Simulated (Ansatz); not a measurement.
FeO (Wuestite) in Ansatz: the effect of functional

FeO (Wuestite):

```
Fe O
1.0
     0.00000    2.15540    2.15540
     2.15540    0.00000    2.15540
     2.15540    2.15540    0.00000
Fe O
1 1
Direct
  0.00000 0.00000 0.00000
  0.50000 0.50000 0.50000
```

Alike in all runs:

| Quantity | Value |
| --- | --- |
| Program | Ansatz 0.2.0 |
| Task | band structure |
| Potentials or basis | all-electron LAPW, scalar-relativistic |
| Cutoff | 349 eV (chosen from the basis error) |
| Basis error allowed | 0.001 eV/atom |
| k mesh | 11 × 11 × 11 |
| Occupations | fermi-dirac, width 0.05 eV |
| Spin | collinear spin, ferromagnetic start |
| Starting moments | [3.0, 0.0] μB |

| functional | pressure (GPa) |
| --- | --- |
| PBE | -0.3 |
| LDA | ? |
| PBEsol | -8.6 |

Question: What does the run with functional LDA give?

Answer: Pressure -15.6 GPa.

Caveats: a cell with one magnetic atom can't hold antiferromagnetic order, which such compounds often take.
